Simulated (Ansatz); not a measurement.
# InSe: the cost of one run

Method: DFT PBE, scalar-relativistic, plane waves, PAW, in Ansatz 0.2.0.

The COD entry's cell or inner coordinates are ideal or old and differ from later refinements, so a difference from it is no clean test against experiment.

## Step 1: The system as given

The structure is trigonal, space group R3m (No. 160). The conventional cell has a = 4.000 Å, b = 4.000 Å, c = 25.320 Å, α = 90.00°, β = 90.00°, γ = 120.00°. In (site symmetry 3m) is surrounded by 3 Se at 2.64 Å and 1 In at 2.82 Å. In (site symmetry 3m) is surrounded by 3 Se at 2.63 Å and 1 In at 2.82 Å. Around Se (site symmetry 3m) lie 3 In at 2.64 Å. Se (site symmetry 3m) has 3 In at 2.63 Å as nearest neighbours.

Coordinates:

```
In Se
1.0
     2.00000    1.15470    8.44000
    -2.00000    1.15470    8.44000
     0.00000   -2.30940    8.44000
In Se
2 2
Direct
  0.00000 0.00000 0.00000
  0.11140 0.11140 0.11140
  0.61650 0.61650 0.61650
  0.82810 0.82810 0.82810
```

The structure rests on an entry of the Crystallography Open Database; cell or positions may have been set otherwise for this series.

## Step 2: Cell and atoms relaxed at 0 GPa

Contents of input.yaml:

```yaml
crystal:
  lattice:
    - [2.0, 1.1547005384, 8.44]
    - [-2.0, 1.1547005384, 8.44]
    - [0.0, -2.3094010768, 8.44]
  atoms:
    - { symbol: In, position: [0.0, 0.0, 0.0] }
    - { symbol: In, position: [0.1114, 0.1114, 0.1114] }
    - { symbol: Se, position: [0.6165, 0.6165, 0.6165] }
    - { symbol: Se, position: [0.8281, 0.8281, 0.8281] }
scf:
  occupations: { method: gaussian, width: 0.02 }
output:
  forces: true
  stress: true
  eigenvalues: true
  write_density: true
  write_potential: true
  elf: true
  volumetric_format: npy
hamiltonian:
  xc: pbe
basis:
  ecutwfc: 450
kpoints:
  mp_grid: { grid: [9, 9, 9] }
relax:
  f_tol: 0.004
  max_steps: 60
  cell: { stress_tol: 0.02, p_target: 0 }
```

The run is started by

```
$ ansatz run input.yaml --threads 4 --pin off --max-ram 10240MiB --backend cpu --events-out ev --progress --plain --runs-dir out
```

**Question.** How long does this run take on 4 threads of Intel Xeon Platinum 8259CL at 2.50GHz (Skylake/Cascade Lake), shared host, and how much memory does it need?

About 2.5 min, with a peak of 0.75 GiB.
